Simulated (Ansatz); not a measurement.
# GaSb in Ansatz: the effect of functional

GaSb:

```xyz
2
Lattice="-1.5349 2.6388 2.8542 1.5349 -2.6388 2.8542 1.5349 2.6388 -2.8542" Properties=species:S:1:pos:R:3 pbc="T T T"
Sb    0.0000    0.0000    2.8542
Ga    0.0000    0.0000    0.0000
```

Measurements of this composition are mostly on another form, of space group No. 216.

The cell isn't the ideal one: volume scaled by 0.96.

Alike in all runs:

- Program: Ansatz 0.2.0
- Task: single point
- Potentials or basis: Ansatz PAW
- k mesh: 10 × 10 × 10
- Occupations: fermi-dirac, width 0.05 eV
- Spin: no spin polarisation

One run gave: pressure 0.5 GPa. Which functional did it use?
A. LDA
B. PBEsol
C. r2SCAN

C.

```tsv
functional	cutoff	pressure (GPa)
LDA	420 eV (not typed: the program's choice for these potentials)	-2.5
PBEsol	420 eV (not typed: the program's choice for these potentials)	-1.0
r2SCAN	500 eV (not typed: the program's choice for these potentials)	0.5
```

Caveats: the PAW data sets come from PBE, with cores solved anew for the run's functional, which leaves a small shift of forces and pressure.
